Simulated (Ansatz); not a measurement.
Runs of Ansatz 0.2.0 on ZnS. The structure is cubic, space group F-43m (No. 216). The conventional cell has a = 5.404 Å, b = 5.404 Å, c = 5.404 Å, α = 90.00°, β = 90.00°, γ = 90.00°. Zn (site symmetry -43m) is surrounded by 4 S at 2.34 Å. S (site symmetry -43m) has 4 Zn at 2.34 Å as nearest neighbours. 

```csv
task,level,cell,k mesh,cutoff (eV),smearing,q mesh,points for each segment of the path,atoms under strain,gap on the mesh (eV),pressure (GPa),relaxed volume (Å³/atom)
phonons,PBEsol,as given,7 × 7 × 7,420,fixed,2 × 2 × 2,8,-,1.97,-,-
band structure,BLYP,as given,9 × 9 × 9,420,fermi-dirac 0.05 eV,-,14,-,2.09,5.4,-
Born charges and dielectric tensor,LDA,as given,9 × 9 × 9,420,fixed,-,-,-,1.86,-,-
relaxation of cell and atoms,PBE0,relaxed,5 × 5 × 5,420,fermi-dirac 0.05 eV,-,-,-,3.97,0.0,19.91
single point,r2SCAN+rVV10,as given,9 × 9 × 9,500,gaussian 0.01 eV,-,-,-,2.61,-1.5,-
band structure,PBE0,as given,5 × 5 × 5,420,fermi-dirac 0.05 eV,-,4,-,(a),0.7,-
relaxation of cell and atoms,HF,relaxed,5 × 5 × 5,420,fermi-dirac 0.05 eV,-,-,-,(c),0.0,21.81
band structure,r2SCANh,as given,5 × 5 × 5,500,fermi-dirac 0.05 eV,-,4,-,3.34,-0.5,-
elastic constants,PBEsol,as given,7 × 7 × 7,420,fixed,-,-,relaxed,1.97,-2.0,-
relaxation of cell and atoms,revPBE+D4,relaxed,9 × 9 × 9,420,fermi-dirac 0.05 eV,-,-,-,2.35,0.0,(b)
relaxation of cell and atoms,revPBE+D3(BJ),relaxed,9 × 9 × 9,420,fermi-dirac 0.05 eV,-,-,-,2.36,0.0,19.15
band structure,PBEsol,as given,9 × 9 × 9,420,gaussian 0.01 eV,-,14,-,1.97,-2.0,-
```

Alike in all rows: potentials or basis Ansatz PAW; no spin polarisation.

Problem. Fill in the values left out.

Solution. (a) 4.02; (b) 19.21; (c) 9.62.

Caveats: the PAW data sets come from PBE, with cores solved anew for the run's functional, which leaves a small shift of forces and pressure; odd divisions of the mesh miss points on the zone boundary, where band edges often lie, so the gap on the mesh can be too wide (some runs); the plane-wave basis is chosen anew once the cell has moved, so the energies of steps on either side of that aren't comparable (some runs); the thresholds are loose for stress (some runs); the volume moved by +11 % from the deposited cell, more than functionals usually miss (some runs).

A k mesh can miss the band edges.

Runs at the PBE level aren't shown here.
